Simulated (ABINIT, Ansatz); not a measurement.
Planning a run of ABINIT 10.8.3 on SiC (P6_3mc). The input:

```
acell 3*1.0 Angstrom
rprim 
  3.073513928196 0.000000000001 0.000000000000
  -1.536756964099 2.661741140703 0.000000000000
  0.000000000000 0.000000000000 5.045247710000
ntypat 2
znucl 14 6
natom 4
typat 1 1 2 2
xred 
  0.333333333333 0.666666666667 0.499602400000
  0.666666666667 0.333333333333 0.999602400000
  0.333333333333 0.666666666667 0.875397600000
  0.666666666667 0.333333333333 0.375397600000
pp_dirpath "pseudos"
pseudos "Si.upf, C.upf"
ecut 37
ngkpt 6 6 4
nshiftk 1
shiftk 0.11 0.21 0.31
kptopt 3
chksymbreak 0
istwfk *1
occopt 1
irdwfk 1
optdriver 99
bs_calctype 1
mbpt_sciss 0.642 eV
bs_loband 4
nband 13
bs_exchange_term 1
bs_coulomb_term 21
bs_coupling 0
bs_algorithm 2
bs_freq_mesh 0 11 0.1 eV
zcut 0.15 eV
ecuteps 3
ecutwfn 18.5
inclvkb 2
mdf_epsinf 7.02
irdden 1
bs_haydock_niter 300
bs_haydock_tol -0.02 0
indata_prefix "in"
outdata_prefix "out"
tmpdata_prefix "tmp"
```

```sh
OMP_NUM_THREADS=1 mpirun -n 8 abinit run.abi > log
```

Estimate wall time and host memory on 8 MPI ranks of Arm Neoverse V2, shared host.

It took 97 s; on shared hardware allow 49 s to 3.2 min. Peak host memory was 2.2 GiB.

The kernel grows as the square of the matrix size, and full diagonalisation as its cube.

[Paths, hosts, dates, memory and timing lines, banners, echoed tables and standing remarks are left out of the program output.]

[Logs are printed without paths, hosts, clocks, repeated set-up lines and the standing remarks that a program may print on its own settings, such as how far it seeks lower states.]

[Runs of the session that timed out or met a known fault of the program may be left out.]

[Hosts, paths, dates, database ids (printed as entryN), source tags and the programs' standing remarks are cut or masked in the printed files.]

[G0W0 gaps are taken among the corrected bands and points alone; a level outside them can change the order at an edge.]

[Where Ansatz stands beside ABINIT at settings called matched, ABINIT's density can come from a denser mesh and the files from another edition; pairs whose starting gaps differed by over 0.03 eV were left out, so agreement reads better than it is.]
